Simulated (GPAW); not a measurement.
A calculation with GPAW 26.7.0 of MgO (ASE script, Cartesian positions):

The input run.py:

```python
from ase.dft.bandgap import bandgap
from ase.io import read, write
from ase.units import GPa
from gpaw import GPAW, PW

atoms = read('MgO.xyz')

calc = GPAW(mode=PW(650),
            xc='PBE',
            kpts={'size': (9, 9, 9), 'gamma': True},
            occupations={'name': 'fermi-dirac', 'width': 0.05},
            nbands=16,
            maxiter=120,
            txt='gpaw.txt')
atoms.calc = calc
energy = atoms.get_potential_energy()
forces = atoms.get_forces()
stress = atoms.get_stress()
calc.write('gs.gpw')
write('result.traj', atoms)
print(f'Energy: {energy:.6f} eV')
print('Forces (eV/A):')
print(forces.round(4))
print('Stress (GPa):', (stress / GPa).round(3))
print('Fermi level:', round(calc.get_fermi_level(), 4), 'eV')
print(f'Gap: {bandgap(calc)[0]:.4f} eV, direct: {bandgap(calc, direct=True)[0]:.4f} eV')
```

File MgO.xyz:

```xyz
2
Lattice="0.0000000000 2.0970013927 2.0970013927 2.0970013927 0.0000000000 2.0970013927 2.0970013927 2.0970013927 0.0000000000" Properties=species:S:1:pos:R:3 pbc="T T T"
Mg     0.0000000000      0.0000000000      0.0000000000
O      2.0970013927      2.0970013927      2.0970013927
```

Potentials or basis: GPAW PAW data sets (gpaw-data 1.2.1), pw.

Command:

```sh
$ OMP_NUM_THREADS=1 python run.py
```

The cell is a database's computed one.

Task: Write the same calculation in another form: ASE script, structure from a POSCAR.

Result: As run:

The input run.py:

```python
from ase.dft.bandgap import bandgap
from ase.io import read, write
from ase.units import GPa
from gpaw import GPAW, PW

atoms = read('POSCAR')

calc = GPAW(mode=PW(650),
            xc='PBE',
            kpts={'size': (9, 9, 9), 'gamma': True},
            occupations={'name': 'fermi-dirac', 'width': 0.05},
            nbands=16,
            maxiter=120,
            txt='gpaw.txt')
atoms.calc = calc
energy = atoms.get_potential_energy()
forces = atoms.get_forces()
stress = atoms.get_stress()
calc.write('gs.gpw')
write('result.traj', atoms)
print(f'Energy: {energy:.6f} eV')
print('Forces (eV/A):')
print(forces.round(4))
print('Stress (GPa):', (stress / GPa).round(3))
print('Fermi level:', round(calc.get_fermi_level(), 4), 'eV')
print(f'Gap: {bandgap(calc)[0]:.4f} eV, direct: {bandgap(calc, direct=True)[0]:.4f} eV')
```

POSCAR

```
MgO
1.0
    0.0000000000      2.0970013927      2.0970013927
    2.0970013927      0.0000000000      2.0970013927
    2.0970013927      2.0970013927      0.0000000000
Mg O
1 1
Direct
    0.0000000000      0.0000000000      0.0000000000
    0.5000000000      0.5000000000      0.5000000000
```

Potentials or basis: GPAW PAW data sets (gpaw-data 1.2.1), pw.

The run is started by

```console
$ OMP_NUM_THREADS=1 python run.py
```

Both were run:

|  | ASE script, Cartesian positions | ASE script, structure from a POSCAR |
| --- | --- | --- |
| Pressure | 4.6 GPa | 4.6 GPa |
| Band gap on the k mesh | 4.89 eV, direct | 4.89 eV, direct |

Keys that steer only the numerical path or the files written may differ.

Caveat: the cutoff is short for stress and forces, so pressures can be off by a GPa or more.
